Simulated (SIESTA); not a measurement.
Runs of SIESTA 5.4.2 on C. The structure is cubic, space group Fd-3m (No. 227). The conventional cell has a = 3.567 Å, b = 3.567 Å, c = 3.567 Å, α = 90.00°, β = 90.00°, γ = 90.00°. C (site symmetry -43m) is surrounded by 4 C at 1.54 Å. This isn't the form of C at room conditions, which is graphite.

```csv
task,level,potentials or basis,gap on the mesh (eV),pressure (GPa),V0 of scaled cells (Å³/atom),B0 (GPa)
band structure,vdW-DF-cx,"PseudoDojo 0.4 standard (PBE files), DZP (energy shift 0.003 Ry)",4.23,8.4,-,-
equation of state,PBEsol,"PseudoDojo 0.4 standard (PBEsol files), DZP (energy shift 0.003 Ry)",-,-,(d),441
band structure,AM05,"PseudoDojo 0.4 standard (PBEsol files), DZP (energy shift 0.003 Ry)",4.14,(a),-,-
band structure,BLYP,"PseudoDojo 0.4 standard (PBE files), DZP (energy shift 0.003 Ry)",4.53,24.8,-,-
single point,PBEsol,"PseudoDojo 0.4 standard (PBEsol files), DZP (energy shift 0.003 Ry)",4.15,5.1,-,-
equation of state,LDA,"PseudoDojo 0.4 standard (LDA files), DZP (energy shift 0.003 Ry)",-,-,(c),(b)
```

Alike in all rows: no spin polarisation; cell as given; k mesh 13 × 13 × 13; smearing fermi-dirac 0.05 eV; grid cutoff 500 Ry; energy shift 0.003 Ry.

Task: Estimate the missing entries.

Result: (a) 3.6; (b) 454; (c) 5.63; (d) 5.74.

Caveats: the basis of atomic orbitals isn't converged, which shifts pressures, moduli and gaps; the potentials were made for another functional, which shifts forces and pressure (some runs); an odd mesh through Γ misses points on the zone boundary, where band edges often lie (some runs).

Runs at the PBE level aren't shown here.
